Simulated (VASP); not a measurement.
# MgS: G0W0 on PBE

MgS, F-43m (no. 216), 2 atoms in the cell. PBE, GW; PAW potentials S_GW, Mg_GW (PBE set).

GW scheme: G0W0; Iterations: 1; Orbital cutoff (eV): 300; Response cutoff (eV): 200; Frequency points: 48; Procedure: three steps, all bands.

## Input

INCAR.step1:
```
SYSTEM = MgS
PREC = Accurate
ENCUT = 300
ISMEAR = 0
SIGMA = 0.05
LASPH = .True.
LREAL = .False.
GGA = PE
ALGO = Normal
EDIFF = 1E-8
NELM = 150
LWAVE = .True.
LCHARG = .False.
```

INCAR.step2, as INCAR.step1 but for:
```
- ALGO = Normal
- NELM = 150
+ ALGO = Exact
+ NELM = 1
+ ISTART = 1
+ NBANDS = 532
+ LOPTICS = .True.
```

INCAR.step3:
```
SYSTEM = MgS
PREC = Accurate
ENCUT = 300
ISMEAR = 0
SIGMA = 0.05
LASPH = .True.
LREAL = .False.
GGA = PE
ALGO = EVGW0
NBANDS = 532
NBANDSGW = 8
ENCUTGW = 200
NOMEGA = 48
PRECFOCK = Fast
ISTART = 1
LWAVE = .False.
LCHARG = .False.
NELMGW = 1
```

KPOINTS:
```
k-points
0
Gamma
  2 2 2
```

POSCAR:
```
MgS
1.0
    0.0000000000      2.8331200468      2.8331200468
    2.8331200468      0.0000000000      2.8331200468
    2.8331200468      2.8331200468      0.0000000000
S Mg
1 1
Direct
    0.2500000000      0.2500000000      0.2500000000
    0.0000000000      0.0000000000      0.0000000000
```

Commands (each step's output is kept before the next begins):
```
cat potpaw_PBE.64/S_GW/POTCAR potpaw_PBE.64/Mg_GW/POTCAR > POTCAR
cp INCAR.step1 INCAR
mpirun -np 4 vasp_std > vasp.out
cp INCAR.step2 INCAR
mpirun -np 4 vasp_std > vasp.out
cp INCAR.step3 INCAR
mpirun -np 4 vasp_std > vasp.out
```

## Result

- Quasiparticle gap on the mesh (eV): 4.86
- Gap of the starting point on the mesh (eV): 3.36
- Quasiparticle gap at the zone centre (eV): 4.86
- Starting gap at the zone centre (eV): 3.36
- Correction of the gap between the band edges on the mesh (eV): 1.50
- Shift of the valence top (eV): -1.29
- Shift of the conduction bottom (eV): 0.21
- Z of the valence top at the zone centre: 0.75
- Static dielectric constant, RPA: 7.5

Levels near the gap:

| k point | band | start (eV) | quasiparticle (eV) |
|---|---|---|---|
| 0 0 0 | 1 | -9.89 | -10.89 |
| 0 0 0 | 2 | 1.35 | 0.06 |
| 0 0 0 | 3 | 1.35 | 0.06 |
| 0 0 0 | 4 | 1.35 | 0.06 |
| 0 0 0 | 5 | 4.70 | 4.92 |
| 0 0 0 | 6 | 9.10 | 9.63 |
| 0 0 0 | 7 | 9.10 | 9.63 |
| 0 0 0 | 8 | 9.10 | 9.63 |

Limits: the mesh is coarse: neither the gap nor the screening is converged.

VASP 6.6.1 took 9.5 s on 4 cores (Intel Xeon 6975P-C (Granite Rapids)), a shared host.
